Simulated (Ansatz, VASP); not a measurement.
## One calculation of Hf, two programs

```
Hf
1.0
    -1.77344    1.77344    1.77344
     1.77344   -1.77344    1.77344
     1.77344    1.77344   -1.77344
Hf
1
Direct
  0.00000 0.00000 0.00000
```

Alike in both runs: task single point; functional PBE; k mesh 18 × 18 × 18; occupations gaussian, width 0.05 eV; no spin polarisation.

|  | VASP | Ansatz |
| --- | --- | --- |
| version | VASP 6.6.1 | Ansatz 0.2.0 |
| potentials or method | VASP PAW PBE potentials, release 64 (Hf_pv) | scalar-relativistic, plane waves, PAW |
| plane-wave cutoff (eV) | 520 | 420 |
| valence electrons in the cell | 10 | 26 |

VASP gave:

- gap on the k mesh at the Fermi level (eV): none
- pressure (GPa): -0.4

Estimate Ansatz's values.

gap on the k mesh at the Fermi level (eV): none; pressure (GPa): -0.1.

A gap of «none» marks a metal or a gap that the smearing closes. The two sets of potentials don't hold the same shells in valence.

Spin-orbit coupling is left out, which matters for the levels of Hf.
